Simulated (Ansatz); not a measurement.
# PbO: the cost of one run

Computed with Ansatz 0.2.0 (DFT PBE, scalar-relativistic, plane waves, PAW, unless a step's input says otherwise).

## Step 1: The structure to begin with

It takes space group Pca2_1 (No. 29, orthorhombic). Conventional cell: a = 5.791 Å, b = 5.955 Å, c = 5.452 Å, α = 90.00°, β = 90.00°, γ = 90.00°. Around Pb (site symmetry 1) lie 3 O at 2.25 to 2.26 Å. Around O (site symmetry 1) lie 3 Pb at 2.25 to 2.26 Å.

Structure file:

```
CELL_PARAMETERS angstrom
5.79079 0.00000 0.00000
0.00000 5.95512 0.00000
0.00000 0.00000 5.45170
ATOMIC_POSITIONS crystal
Pb 0.47408 0.27863 0.75248
Pb 0.97408 0.72137 0.75248
Pb 0.52592 0.72137 0.25248
Pb 0.02592 0.27863 0.25248
O 0.11567 0.38448 0.86705
O 0.61567 0.61552 0.86705
O 0.38433 0.38448 0.36705
O 0.88433 0.61552 0.36705
```

(A quick probe on a coarse mesh, which set the mesh and smearing, is not shown.)

## Step 3: Full relaxation

input.yaml

```yaml
crystal:
  lattice:
    - [5.79079, 0.0, 0.0]
    - [0.0, 5.95512, 0.0]
    - [0.0, 0.0, 5.4517]
  atoms:
    - { symbol: Pb, position: [0.474081, 0.278627, 0.752484] }
    - { symbol: Pb, position: [0.974081, 0.721373, 0.752484] }
    - { symbol: Pb, position: [0.525919, 0.721373, 0.252484] }
    - { symbol: Pb, position: [0.025919, 0.278627, 0.252484] }
    - { symbol: O, position: [0.115667, 0.384477, 0.86705] }
    - { symbol: O, position: [0.615667, 0.615523, 0.86705] }
    - { symbol: O, position: [0.384333, 0.384477, 0.36705] }
    - { symbol: O, position: [0.884333, 0.615523, 0.36705] }
basis:
  ecutwfc: 420
kpoints:
  mp_grid: { grid: [6, 6, 6] }
hamiltonian:
  xc: pbe
scf:
  occupations: { method: gaussian, width: 0.02 }
output:
  forces: true
  stress: true
  eigenvalues: true
  write_density: true
  write_potential: true
  elf: true
  volumetric_format: npy
relax:
  adjacent_minimum: "off"
  f_tol: 0.01
  max_steps: 80
  cell: { stress_tol: 0.05 }
```

Command:

```
> ansatz run input.yaml --threads 1 --pin off --max-ram 2560MiB --backend cpu --events-out ev --progress --plain --runs-dir out
```

**Question.** How long does this run take on 1 thread of Intel Xeon Platinum 8488C (Sapphire Rapids), shared host, and how much memory does it need?

About 12 min, with a peak of 0.72 GiB.
